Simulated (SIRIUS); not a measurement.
# Pt under changes of volume

One of the cells (16.222 Å³/atom); the others are scaled copies at fixed shape and fractional positions:

```
CELL_PARAMETERS angstrom
-1.59471 1.59471 1.59471
1.59471 -1.59471 1.59471
1.59471 1.59471 -1.59471
ATOMIC_POSITIONS crystal
Pt 0.00000 0.00000 0.00000
```

This isn't the form of Pt at room conditions, which is fcc.

```yaml
Program: SIRIUS 7.10.0
Functional: PBEsol
Potentials_or_basis: PseudoDojo 0.4.1 PBEsol standard (scalar relativistic)
Cutoff: 1152 eV
Density_cutoff: 4606 eV
k_mesh: 12 × 12 × 12
Occupations: fermi-dirac, width 0.05 eV
Spin: no spin polarisation
```

| volume (Å³/atom) | energy over the lowest point (meV/atom) | pressure (GPa) |
| --- | --- | --- |
| 14.950 | 2.12 | 4.1 |
| 15.268 | 0.00 | -1.8 |
| 15.586 | 9.04 | -7.1 |
| 16.222 | 55.19 | -15.7 |
| 16.540 | 89.97 | -19.2 |
| 16.858 | ? | ? |

**Question.** What does the run at 16.858 Å³/atom give?

**Answer.** Energy over the lowest point 131.21 meV/atom; pressure -22.2 GPa.

Worked out: A Birch-Murnaghan fit of order 3 (a polynomial in V^(-2/3)) to the other rows has its minimum at 15.16 Å³/atom with B0 = V·E''(V) = 280 GPa and B' = 5.4. It gives 131.24 meV/atom at 16.858 Å³/atom, against the run's 131.21, and -dE/dV = -22.3 GPa, against -22.2.

Energies are extrapolated to zero smearing.
